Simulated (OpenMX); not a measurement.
Nb:

```
CELL_PARAMETERS angstrom
-0.04103 2.19338 2.10885
2.04640 0.04981 2.01800
2.12625 2.18239 -0.03004
ATOMIC_POSITIONS crystal
Nb 0.03008 0.99603 0.99978
```

The cell isn't the ideal one: cell strained at random at fixed volume.

Base run:

* Program: OpenMX 3.8.5
* Functional: PBE
* Potentials or basis: OpenMX 2013 PBE set, Nb7.0-s3p2d2f1, grid cutoff 350 Ry
* k mesh: 11 × 11 × 11
* Occupations: fermi-dirac, width 0.05 eV
* Spin: no spin polarisation

Its results: band gap on the k mesh none (metal or under the smearing width); pressure -1.9 GPa.

Q: The run is repeated on the same cell with these changes: potentials or basis from OpenMX 2013 PBE set, Nb7.0-s3p2d2f1, grid cutoff 350 Ry to OpenMX 2013 PBE set, Nb7.0-s3p2d2, grid cutoff 350 Ry. What comes out?

A: Band gap on the k mesh none (metal or under the smearing width); pressure -0.3 GPa.

Caveats: the basis of atomic orbitals isn't converged, which shifts pressures, moduli and gaps.
